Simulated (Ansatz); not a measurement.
Ba:

```
CELL_PARAMETERS angstrom
0.00000 3.23267 3.23267
3.23267 0.00000 3.23267
3.23267 3.23267 0.00000
ATOMIC_POSITIONS crystal
Ba 0.00000 0.00000 0.00000
```

This isn't the form of Ba at room conditions, which is bcc.

| Item | Value |
| --- | --- |
| Program | Ansatz 0.2.0 |
| Task | relaxation of cell and atoms |
| Functional | PBEsol |
| Potentials or basis | Ansatz PAW |
| Cutoff | 420 eV (not typed: the program's choice for these potentials) |
| k mesh | 7 × 7 × 7 |
| Occupations | fermi-dirac, width 0.05 eV |
| Spin | no spin polarisation |

At the start: volume 67.56 Å³/atom.

**Question.** How do energy, volume and symmetry change on relaxing?

**Answer.** It ends after 5 steps and the volume is 59.61 Å³/atom (-11.8 %); space group Fm-3m (No. 225, to 0.05 Å).

Step by step:
```
step  energy change (eV)  largest force (eV/Å)  volume (Å³)
   1              0.0000                0.0000        67.56
   2             -0.0102                0.0000        65.66
   3             -0.0253                0.0000        59.12
   4             -0.0254                0.0000        59.61
   5             -0.0253                0.0000        59.61
```

Final structure:
```yaml
crystal:
  lattice:
    - [0.00000, 3.10041, 3.10041]
    - [3.10041, 0.00000, 3.10041]
    - [3.10041, 3.10041, 0.00000]
  atoms:
    - { symbol: Ba, position: [0.00000, 0.00000, 0.00000] }
```

Caveat: the plane-wave basis is chosen anew once the cell has moved, so the energies of steps on either side of that aren't comparable; the PAW data sets come from PBE, with cores solved anew for the run's functional, which leaves a small shift of forces and pressure.
